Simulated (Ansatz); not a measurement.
# Ge: checking dH/dP = V

Level of theory: Ansatz 0.2.0, DFT PBEsol, scalar-relativistic, plane waves, PAW. Settings: 420 eV cutoff, 12×12×6 k-mesh, Gaussian smearing of 0.10 eV, no spin polarisation.

Starting point, cell and atoms relaxed:

```yaml
crystal:
  lattice:
    - [3.99697, 0.00000, 0.00000]
    - [-1.99848, 3.46148, 0.00000]
    - [0.00000, 0.00000, 6.59637]
  atoms:
    - { symbol: Ge, position: [0.66667, 0.33333, 0.06291] }
    - { symbol: Ge, position: [0.33333, 0.66667, 0.56291] }
    - { symbol: Ge, position: [0.66667, 0.33333, 0.43709] }
    - { symbol: Ge, position: [0.33333, 0.66667, 0.93709] }
```

Cell and atoms were relaxed at each target pressure within the start's symmetry (P6_3/mmc), at zero temperature; other phases can be more stable under pressure. H = E + PV with P the target; E is the free energy at the smearing used, whose derivative the pressure is, per atom and counted from zero pressure. The mesh named is that at zero pressure; some other pressures ran on another.

| P (GPa) | V (Å³/atom) | E − E0 (meV) | H − H0 (meV) |
| --- | --- | --- | --- |
| 0 | 22.816 | 0.0 | 0.0 |
| 2 | 22.185 | 3.8 | 280.8 |
| 5 | 21.401 | 20.8 | 688.6 |
| 10 | 20.370 | 68.4 | 1339.8 |
| 20 | 18.877 | 205.2 | 2561.7 |
| 40 | 16.951 | 555.8 | 4787.9 |

**Question.** Thermodynamics gives dH/dP = V along a relaxed path. Integrate V over P by the trapezoid rule and compare with the computed enthalpies.

**Answer.** With 1 eV/Å³ = 160.22 GPa, each step adds the mean volume times ΔP / 160.22:
```csv
P (GPa),∫V dP (meV),H − H0 (meV),difference (meV)
2,280.9,280.8,0.1
5,688.9,688.6,0.3
10,1340.7,1339.8,0.9
20,2565.5,2561.7,3.9
40,4801.8,4787.9,13.9
```

V(P) curves upward, so the trapezoid rule runs high; integrating a smooth curve through the same points (P as a polynomial of degree 4 in ln V) puts that excess at about 13.8 meV at 40 GPa, against the 13.9 meV found.

**Question.** At 40 GPa, how much of the enthalpy change is stored energy and how much is the PV term?

**Answer.** E rises by 556 meV/atom and PV is 40 × 16.951 / 160.22 = 4232 meV/atom, so PV makes 88 % of ΔH. So between rival structures at high pressure a small difference in volume can outweigh the difference in energy: 1 % of this volume is worth 42.3 meV/atom at this pressure.

**Question.** What bulk modulus do the lowest pressures give?

**Answer.** From the pressures that the runs reached, -2.01 GPa (23.557 Å³) and 2.00 GPa (22.185 Å³), B = −ΔP/Δln V = 4.01 / 0.0600 = 67 GPa, a mean over that range.

This form isn't the element's structure at ambient conditions.